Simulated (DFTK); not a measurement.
SnSe: single point with PBEsol

Crystal: SnSe.

```xyz
8
Lattice="11.4200 0.0000 0.0000 0.0000 4.1900 0.0000 0.0000 0.0000 4.4600" Properties=species:S:1:pos:R:3 pbc="T T T"
Sn   10.0153    3.1425    4.0541
Sn    7.1147    1.0475    1.8241
Sn    4.3053    3.1425    2.6359
Sn    1.4047    1.0475    0.4059
Se    7.3431    3.1425    4.3886
Se    9.7869    1.0475    2.1586
Se    1.6331    3.1425    2.3014
Se    4.0769    1.0475    0.0714
```

```
Program             : DFTK 0.8.2
Task                : single point
Functional          : PBEsol
Potentials or basis : dojo.nc.sr.pbesol.v0_4_1.standard.upf (PBEsol)
Cutoff              : 1170 eV
k mesh              : 3 × 6 × 6
Occupations         : fermi-dirac, width 0.05 eV
Spin                : no spin polarisation
```

- Pressure: -0.5 GPa
- Largest force: 0.265 eV/Å
- Band gap on the k mesh: 0.47 eV, indirect (least direct gap 0.65 eV)

Forces in eV/Å, atoms in the order of the input:
```
Sn   0.260  0.000 -0.052
Sn  -0.260  0.000 -0.052
Sn   0.260  0.000  0.052
Sn  -0.260  0.000  0.052
Se  -0.229  0.000  0.052
Se   0.229  0.000  0.052
Se  -0.229  0.000 -0.052
Se   0.229  0.000 -0.052
```

Stress tensor (GPa, compression positive):
```
 1.39  0.00  0.00
 0.00 -1.24  0.00
 0.00  0.00 -1.50
```

Levels at points of the mesh, in eV from the valence-band top:
```
             k point  band 56  band 57  band 58  band 59  band 60  band 61  band 62  band 63  band 64  band 65
  (0.00, 0.00, 0.00)    -1.82    -1.54    -1.20    -0.78    -0.56     0.73     2.90     2.97     2.99     3.29
 (0.00, -0.50, 0.00)    -1.72    -1.04    -1.04    -0.76    -0.76     0.84     0.84     1.33     1.33     1.60
 (0.00, 0.00, -0.50)    -1.48    -0.81    -0.81    -0.34    -0.34     1.20     1.20     1.54     1.54     1.59
(0.00, -0.50, -0.50)    -3.20    -2.26    -2.26    -1.53    -1.53     2.82     2.82     3.08     3.08     4.80
```

Wall time 16 min on 1 thread of AMD EPYC 9R45 96-Core Processor (Zen 5), with other jobs on the host, peak memory 8.2 GiB.

The gap isn't set beside the measured one, since this odd mesh misses points on the zone boundary.

Caveat: spin-orbit coupling is left out, which moves the levels of the heavy elements; an odd mesh through Γ misses points on the zone boundary, where band edges often lie.
